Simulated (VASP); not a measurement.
# CoSn (P6/mmm) in VASP: a series of runs

Aim: see how the results for CoSn move with the level of theory and the settings. Levels: r2SCAN, PBEsol. Tasks: relaxation of cell and atoms.

All numbers are computed with VASP 6.6.1; they aren't measurements. Logs are shortened: lines on timing, memory, paths and dates and some standing lists are left out, and cuts for length are marked.

## 1. The structure

It takes space group P6/mmm (No. 191, hexagonal). Conventional cell: a = 5.246 Å, b = 5.246 Å, c = 4.188 Å, α = 90.00°, β = 90.00°, γ = 120.00°. Around Co (site symmetry mmm) lie 6 Sn at 2.58 to 2.62 Å and 4 Co at 2.62 Å. Sn (site symmetry -6m2) is surrounded by 6 Co at 2.58 Å. Sn (site symmetry 6/mmm) has 6 Co at 2.62 Å as nearest neighbours.

The cell is a database's computed one.

## 2. Relaxation of cell and atoms, r2SCAN

Contents of INCAR:

```
SYSTEM = CoSn
PREC = Accurate
ENCUT = 600
EDIFF = 1E-6
ISMEAR = 1
SIGMA = 0.1
LREAL = .FALSE.
LASPH = .TRUE.
NELM = 80
ALGO = Normal
ISIF = 3
LWAVE = .FALSE.
LCHARG = .FALSE.
METAGGA = R2SCAN
LMIXTAU = .TRUE.
IBRION = 2
NSW = 90
EDIFFG = -0.01
KPAR = 2
```

Contents of KPOINTS:

```
regular mesh
0
G
  9 9 9
  0 0 0
```

Contents of POSCAR:

```
CoSn
1.0
    5.2460399276      0.0000000000      0.0000000000
   -2.6230199638      4.5432038466      0.0000000000
    0.0000000000      0.0000000000      4.1875903000
Co Sn
3 3
Direct
    0.0000000000      0.5000000000      0.0000000000
    0.5000000000      0.5000000000      0.0000000000
    0.5000000000      0.0000000000      0.0000000000
    0.6666666700      0.3333333300      0.5000000000
    0.3333333300      0.6666666700      0.5000000000
    0.0000000000      0.0000000000      0.0000000000
```

Potentials or basis: VASP PAW PBE potentials, release 64 (Co, Sn_d).

On the command line:

```bash
$ cat potpaw_PBE.64/Co/POTCAR potpaw_PBE.64/Sn_d/POTCAR > POTCAR
$ mpirun -np 2 vasp_std > vasp.out
```

OUTCAR:

```text
SYSTEM = CoSn
   PREC = Accurate
   ENCUT = 600
   EDIFF = 1E-6
   ISMEAR = 1
   LREAL = .FALSE.
   LASPH = .TRUE.
   NELM = 80
   ISIF = 3
   METAGGA = R2SCAN
   IBRION = 2
   NSW = 90
   EDIFFG = -0.01

 ion  position               nearest neighbor table
   1  0.000  0.500  0.000-   4 2.58   5 2.58   4 2.58   5 2.58   2 2.62   2 2.62   6 2.62   6 2.62
                             3 2.62   3 2.62
   2  0.500  0.500  0.000-   4 2.58   5 2.58   4 2.58   5 2.58   1 2.62   1 2.62   6 2.62   3 2.62
                             3 2.62   6 2.62
   3  0.500  0.000  0.000-   4 2.58   5 2.58   4 2.58   5 2.58   6 2.62   6 2.62   1 2.62   2 2.62
                             2 2.62   1 2.62
   4  0.667  0.333  0.500-   1 2.58   1 2.58   3 2.58   3 2.58   2 2.58   2 2.58   5 3.03   5 3.03
                             5 3.03   6 3.68   6 3.68   6 3.68   6 3.68   6 3.68   6 3.68
   5  0.333  0.667  0.500-   1 2.58   1 2.58   3 2.58   3 2.58   2 2.58   2 2.58   4 3.03   4 3.03
                             4 3.03   6 3.68   6 3.68   6 3.68   6 3.68   6 3.68   6 3.68
   6  0.000  0.000  0.000-   3 2.62   3 2.62   1 2.62   1 2.62   2 2.62   2 2.62   5 3.68   4 3.68
                             5 3.68   4 3.68   4 3.68   5 3.68   5 3.68   4 3.68   5 3.68   5 3.68

  LATTYP: Found a hexagonal cell.
 ALAT       =     5.2460399276
 C/A-ratio  =     0.7982383584

  Lattice vectors:

 A1 = (   5.2460399276,   0.0000000000,   0.0000000000)
 A2 = (  -2.6230199638,   4.5432038466,   0.0000000000)
 A3 = (   0.0000000000,   0.0000000000,   4.1875903000)

Analysis of symmetry for initial positions (statically):
=====================================================================
 Subroutine PRICEL returns:
 Original cell was already a primitive cell.

 Routine SETGRP: Setting up the symmetry group for a
 hexagonal supercell.

 Subroutine GETGRP returns: Found 24 space group operations
 (whereof 24 operations were pure point group operations)
 out of a pool of 24 trial point group operations.

The static configuration has the point symmetry D_6h.

Analysis of symmetry for dynamics (positions and initial velocities):
=====================================================================
 Subroutine PRICEL returns:
 Original cell was already a primitive cell.

 Routine SETGRP: Setting up the symmetry group for a
 hexagonal supercell.

 Subroutine GETGRP returns: Found 24 space group operations
 (whereof 24 operations were pure point group operations)
 out of a pool of 24 trial point group operations.

The dynamic configuration has the point symmetry D_6h.

[... 113 lines left out ...]
   ISYM   =      2    0-nonsym 1-usesym 2-fastsym
   POTIM  = 0.5000    time-step for ionic-motion
   TEBEG  =    0.0;   TEEND  =   0.0 temperature during run
   PSTRESS=    0.0 pullay stress
   NELECT =      69.0000    total number of electrons
   NUPDOWN=      -1.0000    fix difference up-down
   EMIN   =  10.00;   EMAX   =-10.00  energy-range for DOS
   EFERMI =   0.00;   METHOD = LEGACY
   ISMEAR =     1;   SIGMA  =   0.10  broadening in eV -4-tet -1-fermi 0-gaus
   EFERMI_NEDOS =   21; number of points for ismear=-14 and -15
   IALGO  =     38    algorithm
   IMIX   =      4    mixing-type and parameters
     AMIX     =   0.40;   BMIX     =  1.00
     AMIX_MAG =   1.60;   BMIX_MAG =  1.00
  volume/ion in A,a.u.               =      16.63       112.25
  Fermi-wavevector in a.u.,A,eV,Ry     =   1.447567  2.735504 28.510312  2.095449
  Thomas-Fermi vector in A             =   2.565507
   LORBIT       =      0    0 simple, 1 ext, 2 COOP (PROOUT), +10 PAW based schemes
   METAGGA = R2SCAN    functional components
   LHFCALC =     F    Hartree Fock is set to
   AEXX    =    0.0000 exact exchange contribution
   IVDW    =     0    specifies the selected vdW correction
   LEPSILON=     F    determine dielectric tensor
   LRPA    =     F    only Hartree local field effects (RPA)
 conjugate gradient relaxation of ions
 non-spin polarized calculation
 Methfessel and Paxton  Order N= 1 SIGMA  =   0.10
  energy-cutoff  :      600.00
  volume of cell :       99.81
 maximum number of plane-waves:      3377
 NGX is ok and might be reduce to    42
   NGX = 21   NGY = 21   NGZ = 17

 number of electron      69.0000021 magnetization

 Free energy of the ion-electron system (eV)
  ---------------------------------------------------
  ext. energy  EPLUGINS =         0.00000000
  ---------------------------------------------------
  free energy    TOTEN  =      -113.65898489 eV

  energy without entropy =     -113.65902960  energy(sigma->0) =     -113.65899979

 E-fermi :  10.0808     XC(G=0): -12.8939

 val. band max:       10.0755642856   @ k =   0.0000   0.0000   0.3333
 cond. band min:      10.0810487783   @ k =   0.3333   0.0000   0.1111
 fundamental gap:      0.0054844926
 Fermi energy:        10.0808097283

 k-point     1 :       0.0000    0.0000    0.0000
  band No.  band energies     occupation
      1     -12.1791      2.00000
      2     -12.0519      2.00000
      3     -12.0518      2.00000
      4     -11.9988      2.00000
      5     -11.9988      2.00000
      6     -11.9051      2.00000
[... 1045 lines left out ...]
     40      14.7074      0.00000
     41      14.7074      0.00000

 [... further k-points ...]

------------------------ aborting loop because EDIFF is reached ----------------------------------------

  FORCE on cell =-STRESS in cart. coord.  units (eV):
  Direction    XX          YY          ZZ          XY          YZ          ZX
  --------------------------------------------------------------------------------------
  -------------------------------------------------------------------------------------
  Total        0.0023975      0.0023975      0.0268669      0.0000000      0.0000000     -0.0000000
  in kB        0.0384875      0.0384875      0.4312906      0.0000000      0.0000000     -0.0000000
  external PRESSURE =       0.1694219 kB  Pullay stress =       0.0000000 kB

 VOLUME and BASIS-vectors are now :
 -----------------------------------------------------------------------------
  energy-cutoff  :      600.00
  volume of cell :       99.81
      direct lattice vectors                 reciprocal lattice vectors
     5.246039928  0.000000000  0.000000000     0.190619975  0.110054494  0.000000000
    -2.623019964  4.543203847  0.000000000     0.000000000  0.220108988  0.000000000
     0.000000000  0.000000000  4.187590300     0.000000000  0.000000000  0.238800821

 POSITION                                       TOTAL-FORCE (eV/Angst)
 -----------------------------------------------------------------------------------
     -1.31151      2.27160      0.00000        -0.000000      0.000000      0.000000
      1.31151      2.27160      0.00000        -0.000000      0.000000      0.000000
      2.62302      0.00000      0.00000        -0.000000      0.000000      0.000000
      2.62302      1.51440      2.09380        -0.000000      0.000000      0.000000
     -0.00000      3.02880      2.09380         0.000000     -0.000000     -0.000000
      0.00000      0.00000      0.00000        -0.000000      0.000000      0.000000
 -----------------------------------------------------------------------------------
    total drift:                                0.000000      0.000000     -0.000000

  FREE ENERGIE OF THE ION-ELECTRON SYSTEM (eV)
  ---------------------------------------------------
  free  energy   TOTEN  =      -113.6589848874 eV

  energy  without entropy=     -113.6590296035  energy(sigma->0) =     -113.65899979

 reached required accuracy - stopping structural energy minimisation
```

OSZICAR:

```text
N       E                     dE             d eps       ncg     rms          rms(c)
DAV:   1     0.658328066198E+03    0.65833E+03   -0.35984E+04  4931   0.301E+03
DAV:   2    -0.991063744080E+01   -0.66824E+03   -0.65361E+03  4920   0.705E+02
DAV:   3    -0.120989064181E+03   -0.11108E+03   -0.10847E+03  5017   0.258E+02
[... 11 lines left out ...]
DAV:  15    -0.113658973373E+03   -0.83109E-04   -0.12901E-04  5217   0.786E-02    0.169E-02
DAV:  16    -0.113658978540E+03   -0.51673E-05   -0.27830E-05  6061   0.421E-02    0.719E-03
DAV:  17    -0.113658979684E+03   -0.11435E-05   -0.38824E-06  4582   0.175E-02    0.631E-03
DAV:  18    -0.113658986643E+03   -0.69597E-05   -0.27715E-06  4285   0.122E-02    0.151E-03
DAV:  19    -0.113658984383E+03    0.22606E-05   -0.17020E-06  3419   0.133E-02    0.707E-04
DAV:  20    -0.113658984887E+03   -0.50476E-06   -0.18627E-07  2578   0.468E-03
   1 F= -.11365898E+03 E0= -.11365900E+03  d E =-.113659E+03
```

Run time: 13 min. Hardware: 2 MPI ranks of AMD EPYC 7R13 (Zen 3), shared host; peak memory 0.4 GiB.

Results:

```yaml
Free_energy: -113.6590 eV
Pressure_after_relaxing: 0.0 GPa
Band_gap_on_the_k_mesh: none (metal or under the smearing width)
```

Final structure:
```yaml
crystal:
  lattice:
    - [5.24604, 0.00000, 0.00000]
    - [-2.62302, 4.54320, 0.00000]
    - [0.00000, 0.00000, 4.18759]
  atoms:
    - { symbol: Co, position: [0.00000, 0.50000, 0.00000] }
    - { symbol: Co, position: [0.50000, 0.50000, 0.00000] }
    - { symbol: Co, position: [0.50000, 0.00000, 0.00000] }
    - { symbol: Sn, position: [0.66667, 0.33333, 0.50000] }
    - { symbol: Sn, position: [0.33333, 0.66667, 0.50000] }
    - { symbol: Sn, position: [0.00000, 0.00000, 0.00000] }
```

Caveat: the relaxation stopped at its first step, so nothing moved; the PAW data sets were made with another functional, which shifts forces and pressure a little. Spin polarisation is off, so any magnetic state and its effect on volume and gap are missing.

## 3. Relaxation of cell and atoms, r2SCAN

Edit INCAR of step 2 so:

```diff
@@ -3,3 +3,3 @@
 ENCUT = 600
-EDIFF = 1E-6
+EDIFF = 1E-7
 ISMEAR = 1
@@ -17,3 +17,3 @@
 NSW = 90
-EDIFFG = -0.01
+EDIFFG = -0.005
 KPAR = 2
```

KPOINTS is that of step 2.

Contents of POSCAR:

```
CoSn                                    
1.0
    5.2460399276      0.0000000000      0.0000000000
   -2.6230199638      4.5432038466      0.0000000000
    0.0000000000      0.0000000000      4.1875903000
  Co              Sn            
     3     3
Direct
     0.0000000000000000    0.5000000000000000    0.0000000000000000
     0.5000000000000000    0.5000000000000000    0.0000000000000000
     0.5000000000000000    0.0000000000000000    0.0000000000000000
     0.6666666699999979    0.3333333300000021    0.5000000000000000
     0.3333333300000021    0.6666666699999979    0.5000000000000000
     0.0000000000000000    0.0000000000000000    0.0000000000000000
```

Potentials or basis: VASP PAW PBE potentials, release 64 (Co, Sn_d).

On the command line:

```bash
$ cat potpaw_PBE.64/Co/POTCAR potpaw_PBE.64/Sn_d/POTCAR > POTCAR
$ mpirun -np 2 vasp_std > vasp.out
```

OUTCAR:

```text
SYSTEM = CoSn
   PREC = Accurate
   ENCUT = 600
   EDIFF = 1E-7
   ISMEAR = 1
   LREAL = .FALSE.
   LASPH = .TRUE.
   NELM = 80
   ISIF = 3
   METAGGA = R2SCAN
   IBRION = 2
   NSW = 90
   EDIFFG = -0.005

 ion  position               nearest neighbor table
   1  0.000  0.500  0.000-   4 2.58   5 2.58   4 2.58   5 2.58   2 2.62   2 2.62   6 2.62   6 2.62
                             3 2.62   3 2.62
   2  0.500  0.500  0.000-   4 2.58   5 2.58   4 2.58   5 2.58   1 2.62   1 2.62   6 2.62   3 2.62
                             3 2.62   6 2.62
   3  0.500  0.000  0.000-   4 2.58   5 2.58   4 2.58   5 2.58   6 2.62   6 2.62   1 2.62   2 2.62
                             2 2.62   1 2.62
[... 1273 lines left out ...]
  Total       -0.0008041     -0.0008041      0.0235380      0.0000000     -0.0000000      0.0000000
  in kB       -0.0129087     -0.0129087      0.3778519      0.0000000     -0.0000000      0.0000000
  external PRESSURE =       0.1173448 kB  Pullay stress =       0.0000000 kB

 VOLUME and BASIS-vectors are now :
 -----------------------------------------------------------------------------
  energy-cutoff  :      600.00
  volume of cell :       99.81
      direct lattice vectors                 reciprocal lattice vectors
     5.246039928  0.000000000  0.000000000     0.190619975  0.110054494  0.000000000
    -2.623019964  4.543203847  0.000000000     0.000000000  0.220108988  0.000000000
     0.000000000  0.000000000  4.187590300     0.000000000  0.000000000  0.238800821

 POSITION                                       TOTAL-FORCE (eV/Angst)
 -----------------------------------------------------------------------------------
     -1.31151      2.27160      0.00000        -0.000000      0.000000      0.000000
      1.31151      2.27160      0.00000        -0.000000      0.000000      0.000000
      2.62302      0.00000      0.00000        -0.000000      0.000000      0.000000
      2.62302      1.51440      2.09380        -0.000000     -0.000000     -0.000000
     -0.00000      3.02880      2.09380         0.000000     -0.000000      0.000000
      0.00000      0.00000      0.00000        -0.000000      0.000000      0.000000
 -----------------------------------------------------------------------------------
    total drift:                                0.000000      0.000000     -0.000000

  FREE ENERGIE OF THE ION-ELECTRON SYSTEM (eV)
  ---------------------------------------------------
  free  energy   TOTEN  =      -113.6589849509 eV

  energy  without entropy=     -113.6590296375  energy(sigma->0) =     -113.65899985

 reached required accuracy - stopping structural energy minimisation
```

OSZICAR:

```text
N       E                     dE             d eps       ncg     rms          rms(c)
DAV:   1     0.658328066198E+03    0.65833E+03   -0.35984E+04  4931   0.301E+03
DAV:   2    -0.991063744080E+01   -0.66824E+03   -0.65361E+03  4920   0.705E+02
[... 13 lines left out ...]
DAV:  16    -0.113658978549E+03   -0.51767E-05   -0.27922E-05  6357   0.421E-02    0.720E-03
DAV:  17    -0.113658979674E+03   -0.11243E-05   -0.39627E-06  5362   0.173E-02    0.641E-03
DAV:  18    -0.113658986727E+03   -0.70530E-05   -0.27580E-06  5081   0.123E-02    0.163E-03
DAV:  19    -0.113658984370E+03    0.23571E-05   -0.20017E-06  5023   0.141E-02    0.795E-04
DAV:  20    -0.113658984974E+03   -0.60461E-06   -0.10498E-07  3570   0.330E-03    0.599E-04
DAV:  21    -0.113658984951E+03    0.23221E-07   -0.14764E-08  2602   0.104E-03
   1 F= -.11365898E+03 E0= -.11365900E+03  d E =-.113659E+03
```

CONTCAR:

```text
CoSn
   1.00000000000000
     5.2460399276000000    0.0000000000000000    0.0000000000000000
    -2.6230199638000000    4.5432038466000000    0.0000000000000000
     0.0000000000000000    0.0000000000000000    4.1875903000000001
  Co              Sn
     3     3
Direct
     0.0000000000000000    0.5000000000000000    0.0000000000000000
     0.5000000000000000    0.5000000000000000    0.0000000000000000
     0.5000000000000000    0.0000000000000000    0.0000000000000000
     0.6666666699999979    0.3333333300000021    0.5000000000000000
     0.3333333300000021    0.6666666699999979    0.5000000000000000
     0.0000000000000000    0.0000000000000000    0.0000000000000000

  0.00000000E+00  0.00000000E+00  0.00000000E+00
  0.00000000E+00  0.00000000E+00  0.00000000E+00
  0.00000000E+00  0.00000000E+00  0.00000000E+00
  0.00000000E+00  0.00000000E+00  0.00000000E+00
  0.00000000E+00  0.00000000E+00  0.00000000E+00
  0.00000000E+00  0.00000000E+00  0.00000000E+00
```

Wall time 13 min (2 MPI ranks of AMD EPYC 7R13 (Zen 3), shared host); peak memory 0.4 GiB.

Results:

- Free energy: -113.6590 eV
- Pressure after relaxing: 0.0 GPa
- Band gap on the k mesh: none (metal or under the smearing width)

Final structure:
```
Co Sn
1.0
     5.24604    0.00000    0.00000
    -2.62302    4.54320    0.00000
     0.00000    0.00000    4.18759
Co Sn
3 3
Direct
  0.00000 0.50000 0.00000
  0.50000 0.50000 0.00000
  0.50000 0.00000 0.00000
  0.66667 0.33333 0.50000
  0.33333 0.66667 0.50000
  0.00000 0.00000 0.00000
```

Caveat: the relaxation stopped at its first step, so nothing moved; the PAW data sets were made with another functional, which shifts forces and pressure a little.

## 4. Relaxation of cell and atoms, PBEsol

Contents of INCAR:

```
SYSTEM = CoSn
ALGO = Normal
EDIFF = 1E-6
EDIFFG = -0.01
ENCUT = 600
GGA = PS
IBRION = 2
ISIF = 3
ISMEAR = 1
KPAR = 2
LASPH = .TRUE.
LCHARG = .FALSE.
LREAL = .FALSE.
LWAVE = .FALSE.
NELM = 80
NSW = 90
PREC = Accurate
SIGMA = 0.1
```

Contents of KPOINTS:

```
k-points
0
G
  9 9 9
  0 0 0
```

Contents of POSCAR:

```
CoSn
1.0
    5.2460399276      0.0000000000      0.0000000000
   -2.6230199638      4.5432038466      0.0000000000
    0.0000000000      0.0000000000      4.1875903000
Co Sn
3 3
Direct
    0.0000000000      0.5000000000      0.0000000000
    0.5000000000      0.5000000000      0.0000000000
    0.5000000000      0.0000000000      0.0000000000
    0.6666666700      0.3333333300      0.5000000000
    0.3333333300      0.6666666700      0.5000000000
    0.0000000000      0.0000000000      0.0000000000
```

On the command line:

```bash
$ cat potpaw_PBE.64/Co/POTCAR potpaw_PBE.64/Sn_d/POTCAR > POTCAR
$ mpirun -np 2 vasp_std > vasp.out
```

It took 4.3 min on 2 MPI ranks of Intel Xeon 6975P-C (Granite Rapids), shared host; peak memory 0.4 GiB.

Results (log left out):

* Free energy: -36.9621 eV
* Relaxed volume: 16.39 Å³/atom
* Relaxed cell: a = 5.221 Å, b = 5.221 Å, c = 4.166 Å, α = 90.00°, β = 90.00°, γ = 120.00°
* Space group after relaxing (to 0.05 Å): P6/mmm (No. 191)
* Energy gained by relaxing: 1.6 meV/atom
* Ionic steps: 3
* Pressure after relaxing: 0.0 GPa
* Band gap on the k mesh: none (metal or under the smearing width)

Step by step:
```tsv
step	energy change (eV)	largest force (eV/Å)	pressure (GPa)	volume (Å³)
1	0.0000	0.0000	-2.01	99.81
2	0.0013	0.0000	2.38	96.82
3	-0.0097	0.0000	-0.02	98.33
```

Final structure:
```cif
data_structure
_symmetry_space_group_name_H-M 'P 1'
_symmetry_Int_Tables_number 1
_cell_length_a 5.2207
_cell_length_b 5.2207
_cell_length_c 4.1658
_cell_angle_alpha 90.000
_cell_angle_beta 90.000
_cell_angle_gamma 120.000
_cell_volume 98.33
loop_
_atom_site_label
_atom_site_type_symbol
_atom_site_fract_x
_atom_site_fract_y
_atom_site_fract_z
_atom_site_occupancy
Co1 Co 0.00000 0.50000 0.00000 1
Co2 Co 0.50000 0.50000 0.00000 1
Co3 Co 0.50000 0.00000 0.00000 1
Sn1 Sn 0.66667 0.33333 0.50000 1
Sn2 Sn 0.33333 0.66667 0.50000 1
Sn3 Sn 0.00000 0.00000 0.00000 1
```

Levels at points of the mesh, in eV from the Fermi level:
```tsv
k point	band 31	band 32	band 33	band 34	band 35	band 36	band 37	band 38
(0.00, 0.00, 0.00)	-0.43	-0.43	-0.40	-0.40	0.54	0.69	1.44	1.44
```

Caveat: the PAW data sets were made with another functional, which shifts forces and pressure a little. Spin polarisation is off, so any magnetic state and its effect on volume and gap are missing.
